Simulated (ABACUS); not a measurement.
# SnTe (Fm-3m) in ABACUS: further runs, part 2 of 2

ABACUS 3.10.1. Earlier steps stand in the parts before.

## Step 3: Single point, PBE

run_abacus.py

```python
"""ABACUS run from a structure file: ASE reads it, the script writes STRU, KPT and INPUT."""
import re
import subprocess
import spglib
from ase import Atoms
from ase.io import read
from ase.units import Bohr

atoms = read("SnTe.cif")
cell, frac, numbers = spglib.standardize_cell((atoms.cell[:], atoms.get_scaled_positions(), atoms.numbers), to_primitive=True, symprec=1e-4)
atoms = Atoms(numbers=numbers, cell=cell, scaled_positions=frac, pbc=True)  # the primitive cell
atoms = atoms[(-atoms.numbers).argsort(kind="stable")]  # ABACUS lists atoms element by element
pseudo = {'Te': 'Te_ONCV_PBE-1.2.upf', 'Sn': 'Sn_ONCV_PBE-1.2.upf'}
orbital = {'Te': 'Te_confined-atom_8au_2s2p2d.orb', 'Sn': 'Sn_confined-atom_8au_2s2p2d.orb'}
magmoms = None
kmesh = [6, 6, 6]
params = {
    'suffix': 'SnTe',
    'calculation': 'scf',
    'basis_type': 'lcao',
    'pseudo_dir': './',
    'orbital_dir': './',
    'symmetry': 1,
    'dft_functional': 'pbe',
    'ecutwfc': 100,
    'pseudo_rcut': 10,
    'nspin': 1,
    'nbands': 25,
    'ks_solver': 'genelpa',
    'smearing_method': 'fd',
    'smearing_sigma': 0.00367493,
    'scf_thr': 1e-07,
    'scf_nmax': 100,
    'mixing_type': 'broyden',
    'mixing_beta': 0.7,
    'cal_force': 1,
    'cal_stress': 1,
    'out_mul': 1,
    'out_chg': 1,
    'out_pot': 2,
    'out_elf': 1,
}

symbols = atoms.get_chemical_symbols()
elements = list(dict.fromkeys(symbols))
lines = ["ATOMIC_SPECIES"] + [f"{e} {atoms.get_masses()[symbols.index(e)]:.4f} {pseudo[e]}" for e in elements]
if orbital:
    lines += ["", "NUMERICAL_ORBITAL"] + [orbital[e] for e in elements]
lines += ["", "LATTICE_CONSTANT", f"{1 / Bohr:.10f}", "", "LATTICE_VECTORS"]
lines += [" ".join(f"{x:.10f}" for x in v) for v in atoms.cell]
lines += ["", "ATOMIC_POSITIONS", "Direct"]
for e in elements:
    lines += ["", e, "0.0", str(symbols.count(e))]
    for i, p in enumerate(atoms.get_scaled_positions(wrap=False)):
        if symbols[i] == e:
            mag = "" if magmoms is None else " mag " + " ".join(str(x) for x in (magmoms[i] if isinstance(magmoms[i], list) else [magmoms[i]]))
            lines.append(" ".join(f"{x:.10f}" for x in p) + " 1 1 1" + mag)
open("STRU", "w").write("\n".join(lines) + "\n")
open("KPT", "w").write("K_POINTS\n0\nGamma\n%d %d %d 0 0 0\n" % tuple(kmesh))
open("INPUT", "w").write("INPUT_PARAMETERS\n" + "".join(f"{k:<20s}{v}\n" for k, v in params.items()))

done = subprocess.run(['mpirun', '-np', '4', 'abacus'])
if done.returncode:
    raise SystemExit(done.returncode)
log = open("OUT.SnTe/running_scf.log").read()
print("final energy (eV):", re.findall(r"FINAL_ETOT_IS (\S+)", log))
```

SnTe.cif

```cif
data_SnTe
_cell_length_a 6.30170000
_cell_length_b 6.30170000
_cell_length_c 6.30170000
_cell_angle_alpha 90.00000000
_cell_angle_beta 90.00000000
_cell_angle_gamma 90.00000000
_space_group_name_H-M_alt 'Fm-3m'
_space_group_name_Hall '-F 4 2 3'
_space_group_IT_number 225
loop_
_space_group_symop_operation_xyz
'x,y,z'
'-x,-y,-z'
'-y,x,z'
'y,-x,-z'
'-x,-y,z'
'x,y,-z'
'y,-x,z'
'-y,x,-z'
'x,-y,-z'
'-x,y,z'
'-y,-x,-z'
'y,x,z'
'-x,y,-z'
'x,-y,z'
'y,x,-z'
'-y,-x,z'
'z,x,y'
'-z,-x,-y'
'z,-y,x'
'-z,y,-x'
'z,-x,-y'
'-z,x,y'
'z,y,-x'
'-z,-y,x'
'-z,x,-y'
'z,-x,y'
'-z,-y,-x'
'z,y,x'
'-z,-x,y'
'z,x,-y'
'-z,y,x'
'z,-y,-x'
'y,z,x'
'-y,-z,-x'
'x,z,-y'
'-x,-z,y'
'-y,z,-x'
'y,-z,x'
'-x,z,y'
'x,-z,-y'
'-y,-z,x'
'y,z,-x'
'-x,-z,-y'
'x,z,y'
'y,-z,-x'
'-y,z,x'
'x,-z,y'
'-x,z,-y'
'x,y+1/2,z+1/2'
'-x,-y+1/2,-z+1/2'
'-y,x+1/2,z+1/2'
[... 62 lines left out ...]
'-z+1/2,-x,-y+1/2'
'z+1/2,-y,x+1/2'
'-z+1/2,y,-x+1/2'
'z+1/2,-x,-y+1/2'
'-z+1/2,x,y+1/2'
'z+1/2,y,-x+1/2'
'-z+1/2,-y,x+1/2'
'-z+1/2,x,-y+1/2'
'z+1/2,-x,y+1/2'
'-z+1/2,-y,-x+1/2'
'z+1/2,y,x+1/2'
'-z+1/2,-x,y+1/2'
'z+1/2,x,-y+1/2'
'-z+1/2,y,x+1/2'
'z+1/2,-y,-x+1/2'
'y+1/2,z,x+1/2'
'-y+1/2,-z,-x+1/2'
'x+1/2,z,-y+1/2'
'-x+1/2,-z,y+1/2'
'-y+1/2,z,-x+1/2'
'y+1/2,-z,x+1/2'
'-x+1/2,z,y+1/2'
'x+1/2,-z,-y+1/2'
'-y+1/2,-z,x+1/2'
'y+1/2,z,-x+1/2'
'-x+1/2,-z,-y+1/2'
'x+1/2,z,y+1/2'
'y+1/2,-z,-x+1/2'
'-y+1/2,z,x+1/2'
'x+1/2,-z,y+1/2'
'-x+1/2,z,-y+1/2'
'x+1/2,y+1/2,z'
'-x+1/2,-y+1/2,-z'
'-y+1/2,x+1/2,z'
'y+1/2,-x+1/2,-z'
'-x+1/2,-y+1/2,z'
'x+1/2,y+1/2,-z'
'y+1/2,-x+1/2,z'
'-y+1/2,x+1/2,-z'
'x+1/2,-y+1/2,-z'
'-x+1/2,y+1/2,z'
'-y+1/2,-x+1/2,-z'
'y+1/2,x+1/2,z'
'-x+1/2,y+1/2,-z'
'x+1/2,-y+1/2,z'
'y+1/2,x+1/2,-z'
'-y+1/2,-x+1/2,z'
'z+1/2,x+1/2,y'
'-z+1/2,-x+1/2,-y'
'z+1/2,-y+1/2,x'
'-z+1/2,y+1/2,-x'
'z+1/2,-x+1/2,-y'
'-z+1/2,x+1/2,y'
'z+1/2,y+1/2,-x'
'-z+1/2,-y+1/2,x'
'-z+1/2,x+1/2,-y'
'z+1/2,-x+1/2,y'
'-z+1/2,-y+1/2,-x'
'z+1/2,y+1/2,x'
'-z+1/2,-x+1/2,y'
'z+1/2,x+1/2,-y'
'-z+1/2,y+1/2,x'
'z+1/2,-y+1/2,-x'
'y+1/2,z+1/2,x'
'-y+1/2,-z+1/2,-x'
'x+1/2,z+1/2,-y'
'-x+1/2,-z+1/2,y'
'-y+1/2,z+1/2,-x'
'y+1/2,-z+1/2,x'
'-x+1/2,z+1/2,y'
'x+1/2,-z+1/2,-y'
'-y+1/2,-z+1/2,x'
'y+1/2,z+1/2,-x'
'-x+1/2,-z+1/2,-y'
'x+1/2,z+1/2,y'
'y+1/2,-z+1/2,-x'
'-y+1/2,z+1/2,x'
'x+1/2,-z+1/2,y'
'-x+1/2,z+1/2,-y'
loop_
_atom_site_label
_atom_site_type_symbol
_atom_site_symmetry_multiplicity
_atom_site_Wyckoff_symbol
_atom_site_fract_x
_atom_site_fract_y
_atom_site_fract_z
_atom_site_occupancy
Te1 Te 4 b 0.5000000000 0.0000000000 0.0000000000 1
Sn1 Sn 4 a 0.0000000000 0.0000000000 0.0000000000 1
```

Potentials or basis: SG15 ONCV 1.2 PBE, DZP LCAO (the cutoffs set its grid).

Command:

```sh
$ OMP_NUM_THREADS=1 python run_abacus.py > log
```

running log:

```text
ABACUS v3.10.1

               Atomic-orbital Based Ab-initio Computation at UStc

 ------------------------------------------------------------------------------------

 READING GENERAL INFORMATION
                           global_out_dir = OUT.SnTe/
                           global_in_card = INPUT
                               pseudo_dir = ./
[... 8 lines left out ...]

 READING ATOM TYPE 1
                               atom label = Te
                      L=0, number of zeta = 2
                      L=1, number of zeta = 2
                      L=2, number of zeta = 2
             number of atom for this type = 1

 READING ATOM TYPE 2
                               atom label = Sn
                      L=0, number of zeta = 2
                      L=1, number of zeta = 2
                      L=2, number of zeta = 2
             number of atom for this type = 1

                        TOTAL ATOM NUMBER = 2
DIRECT COORDINATES
    atom                   x                   y                   z     mag                  vx                  vy                  vz
taud_Te1            0.5000000000        0.5000000000        0.5000000000  0.0000        0.0000000000        0.0000000000        0.0000000000
taud_Sn1            0.0000000000        0.0000000000        0.0000000000  0.0000        0.0000000000        0.0000000000        0.0000000000

[... 320 lines left out ...]
 E_Harris       -295.4551073437      -4019.8729630764
 E_band         -22.9237929838       -311.8942043525
 E_one_elec     -114.6780242117      -1560.2745646615
 E_Hartree      67.4848398364        918.1783503930
 E_xc           -33.2421410943       -452.2825326027
 E_Ewald        -215.0195875105      -2925.4915717518
 E_entropy(-TS) -0.0001943104        -0.0026437293
 E_descf        0.0000000000         0.0000000000
 E_exx          0.0000000000         0.0000000000
 E_Fermi        0.8242346478         11.2142876996
----------------------------------------------------------

 charge density convergence is achieved
 final etot is -4019.8729624 eV
 EFERMI = 11.2142877 eV
The vacuum level is 8.7551661836 eV

 STATE ENERGY(eV) AND OCCUPATIONS    NSPIN == 1
 1/16 kpoint (Cartesian) = 0.0000 0.0000 0.0000 (1775 pws)
       1       -25.9791     0.00925926
       2       -25.9791     0.00925926
       3       -25.9698     0.00925926
       4       -25.9698     0.00925926
       5       -25.9698     0.00925926
       6       -10.8749     0.00925926
[... 152 lines left out ...]
      24        24.1034        0.00000
      25        25.1153        0.00000

[... levels at 10 further k points ...]

 correction force for each atom along direction 1 is 4.89749e-14
 correction force for each atom along direction 2 is 1.39784e-14
 correction force for each atom along direction 3 is 1.57357e-14
------------------------------------------------------------------------------------------
 TOTAL-FORCE (eV/Angstrom)
------------------------------------------------------------------------------------------
                       Te1         0.0000000000         0.0000000000         0.0000000000
                       Sn1         0.0000000000         0.0000000000         0.0000000000
------------------------------------------------------------------------------------------

----------------------------------------------------------------
 TOTAL-STRESS (KBAR)
----------------------------------------------------------------
        32.0277263810        -0.0000000000         0.0000000000
        -0.0000000000        32.0277263810         0.0000000000
        -0.0000000000         0.0000000000        32.0277263810
----------------------------------------------------------------
 TOTAL-PRESSURE: 32.027726 KBAR

 --------------------------------------------
 !FINAL_ETOT_IS -4019.8729623523190639 eV
 --------------------------------------------
```

Wall time 5.4 s (4 MPI ranks of Intel Xeon Platinum 8488C (Sapphire Rapids), shared host); peak memory 0.44 GiB.

Results:

| Property | Result |
| --- | --- |
| Free energy | -4019.8730 eV |
| Pressure | 3.2 GPa |
| Band gap on the k mesh | 0.05 eV, direct |
| Mulliken charges | Te -0.14; Sn +0.14 e |

Caveat: the atomic orbitals were generated for these runs and aren't a published set; Mulliken charges move with the basis; spin-orbit coupling is left out, which moves the levels of the heavy elements; the basis of atomic orbitals isn't converged, which shifts pressures, moduli and gaps.

## Step 4: Relaxation of cell and atoms, PBE

run_abacus.py

```python
"""Relaxation by an ASE optimiser with ABACUS as a small file-based calculator."""
import re
import subprocess
import numpy as np
from ase.calculators.calculator import Calculator, all_changes
from ase.filters import FrechetCellFilter
from ase.io import read
from ase.optimize import BFGS
from ase.stress import full_3x3_to_voigt_6_stress
from ase.units import Bohr, GPa

atoms = read("POSCAR")
atoms = atoms[(-atoms.numbers).argsort(kind="stable")]  # ABACUS lists atoms element by element
pseudo = {'Te': 'Te_ONCV_PBE-1.2.upf', 'Sn': 'Sn_ONCV_PBE-1.2.upf'}
orbital = {'Te': 'Te_confined-atom_8au_2s2p2d.orb', 'Sn': 'Sn_confined-atom_8au_2s2p2d.orb'}
magmoms = None
kmesh = [6, 6, 6]
params = {
    'suffix': 'SnTe',
    'calculation': 'scf',
    'basis_type': 'lcao',
    'pseudo_dir': './',
    'orbital_dir': './',
    'symmetry': 1,
    'dft_functional': 'pbe',
    'ecutwfc': 100,
    'pseudo_rcut': 10,
    'nspin': 1,
    'nbands': 19,
    'ks_solver': 'genelpa',
    'smearing_method': 'fd',
    'smearing_sigma': 0.00367493,
    'scf_thr': 1e-07,
    'scf_nmax': 100,
    'mixing_type': 'broyden',
    'mixing_beta': 0.7,
    'cal_force': 1,
    'cal_stress': 1,
    'out_mul': 1,
}

def write_input(atoms):
    symbols = atoms.get_chemical_symbols()
    elements = list(dict.fromkeys(symbols))
    lines = ["ATOMIC_SPECIES"] + [f"{e} {atoms.get_masses()[symbols.index(e)]:.4f} {pseudo[e]}" for e in elements]
    if orbital:
        lines += ["", "NUMERICAL_ORBITAL"] + [orbital[e] for e in elements]
    lines += ["", "LATTICE_CONSTANT", f"{1 / Bohr:.10f}", "", "LATTICE_VECTORS"]
    lines += [" ".join(f"{x:.10f}" for x in v) for v in atoms.cell]
    lines += ["", "ATOMIC_POSITIONS", "Direct"]
    for e in elements:
        lines += ["", e, "0.0", str(symbols.count(e))]
        for i, p in enumerate(atoms.get_scaled_positions(wrap=False)):
            if symbols[i] == e:
                mag = "" if magmoms is None else " mag " + " ".join(str(x) for x in (magmoms[i] if isinstance(magmoms[i], list) else [magmoms[i]]))
                lines.append(" ".join(f"{x:.10f}" for x in p) + " 1 1 1" + mag)
    open("STRU", "w").write("\n".join(lines) + "\n")
    open("KPT", "w").write("K_POINTS\n0\nGamma\n%d %d %d 0 0 0\n" % tuple(kmesh))
    open("INPUT", "w").write("INPUT_PARAMETERS\n" + "".join(f"{k:<20s}{v}\n" for k, v in params.items()))

class Abacus(Calculator):
    implemented_properties = ["energy", "free_energy", "forces", "stress"]

    def calculate(self, atoms=None, properties=("energy",), system_changes=all_changes):
        super().calculate(atoms, properties, system_changes)
        write_input(self.atoms)
        subprocess.run(['mpirun', '-np', '4', 'abacus'], check=True)
        log = open("OUT.SnTe/running_scf.log").read()
        if "charge density convergence is achieved" not in log:
            raise RuntimeError("SCF not converged")
        rows = lambda title, n: np.array([l.split()[-3:] for l in log.split(title)[-1].split("\n")[2:2 + n]], float)
        energy = float(re.findall(r"FINAL_ETOT_IS (\S+)", log)[-1])
        stress = -rows("TOTAL-STRESS", 3) / 10 * GPa  # ABACUS prints kbar, compression positive
        self.results = dict(energy=energy, free_energy=energy, forces=rows("TOTAL-FORCE", len(self.atoms)), stress=full_3x3_to_voigt_6_stress(stress))

atoms.calc = Abacus()
opt = BFGS(FrechetCellFilter(atoms), logfile="opt.log", trajectory="relax.traj")
print("optimiser converged:", opt.run(fmax=0.03, steps=60))
```

POSCAR

```
SnTe
1.0
    0.0000000000      3.1508500000      3.1508500000
    3.1508500000      0.0000000000      3.1508500000
    3.1508500000      3.1508500000      0.0000000000
Te Sn
1 1
Direct
    0.5000000000      0.5000000000      0.5000000000
    0.0000000000      0.0000000000      0.0000000000
```

Command:

```sh
$ OMP_NUM_THREADS=1 python run_abacus.py > log
```

Run time: 18 s. Hardware: 4 MPI ranks of Intel Xeon Platinum 8488C (Sapphire Rapids), shared host; peak memory 0.44 GiB.

The run converged. Its results:

- Free energy: -4019.9161 eV
- Relaxed volume: 33.56 Å³/atom
- Relaxed cell: a = 4.562 Å, b = 4.562 Å, c = 4.562 Å, α = 60.00°, β = 60.00°, γ = 60.00°
- Space group after relaxing (to 0.05 Å): Fm-3m (No. 225)
- Energy gained by relaxing: 21.6 meV/atom
- Ionic steps: 4
- Pressure after relaxing: 0.0 GPa
- Band gap on the k mesh: 0.14 eV, direct
- Mulliken charges: Te -0.23; Sn +0.23 e

The path:
```csv
step,energy change (eV),largest force (eV/Å),pressure (GPa),volume (Å³)
1,0.0000,0.0000,3.20,62.56
2,-0.0152,0.0000,2.52,63.41
3,-0.0430,0.0000,0.18,66.84
4,-0.0431,0.0000,0.01,67.13
```

Final structure:
```
Te Sn
1.0
     0.00000    3.22570    3.22570
     3.22570    0.00000    3.22570
     3.22570    3.22570    0.00000
Te Sn
1 1
Direct
  0.50000 0.50000 0.50000
  0.00000 0.00000 0.00000
```

Levels at points of the mesh, in eV from the valence-band top:
```
           k point  band 11  band 12  band 13  band 14  band 15  band 16  band 17  band 18  band 19
(0.00, 0.00, 0.00)   -12.30    -4.96    -1.91    -1.91    -1.91     3.37     3.37     3.37     4.98
(0.50, 0.50, 0.50)   -11.19    -7.99    -1.62    -1.62     0.00     0.14     0.47     0.47     8.72
(0.50, 0.50, 0.00)   -10.95    -6.44    -5.10    -3.39    -3.39     2.80     4.78     4.78     5.91
```

Caveat: the atomic orbitals were generated for these runs and aren't a published set; Mulliken charges move with the basis; spin-orbit coupling is left out, which moves the levels of the heavy elements; the basis of atomic orbitals isn't converged, which shifts pressures, moduli and gaps.

## Step 5: Summary

```tsv
task	level	potentials or basis	cell	cutoff (eV)	SCF threshold on the density	eigensolver	optimiser	force threshold	max steps	gap on the mesh (eV)	pressure (GPa)
single point	HLE16	GBRV ultrasoft 1.5 PBE, plane waves	as given	544	1e-08	dav	-	-	-	0.44	-4.9
single point	PBE	SG15 ONCV 1.2 PBE, DZP LCAO (the cutoffs set its grid)	as given	1361	1e-07	genelpa	-	-	-	0.05	3.2
relaxation of cell and atoms	PBE	SG15 ONCV 1.2 PBE, DZP LCAO (the cutoffs set its grid)	relaxed	1361	1e-07	genelpa	ASE BFGS	0.03 eV/Å	60	0.14	0.0
```

Alike in all rows: no spin polarisation; k mesh 6 × 6 × 6; smearing fermi-dirac 0.05 eV.

Caveats: spin-orbit coupling is left out, which moves the levels of the heavy elements; the atomic orbitals were generated for these runs and aren't a published set (some runs); the basis of atomic orbitals isn't converged, which shifts pressures, moduli and gaps (some runs); the potentials were made for a functional far from this one (some runs); the potentials were made for another functional, which shifts forces and pressure (some runs).

Absolute energies hang on the potentials; compare differences alone.

## Step 6: Against experiment

Step 3. Against the measured gap of SnTe, 0.18 eV (direct; 300 K; a printed reference work, textbook), the calculated 0.05 eV is off by -0.13 eV. Spin-orbit coupling on Sn, Te is left out. The value is that of PBE in an atomic basis (SG15 ONCV 1.2 PBE, DZP LCAO (the cutoffs set its grid)), whose error adds to the functional's, on a finite k mesh, which can miss the band edges, without temperature or zero-point motion. Semilocal functionals fall short of measured gaps as a rule.
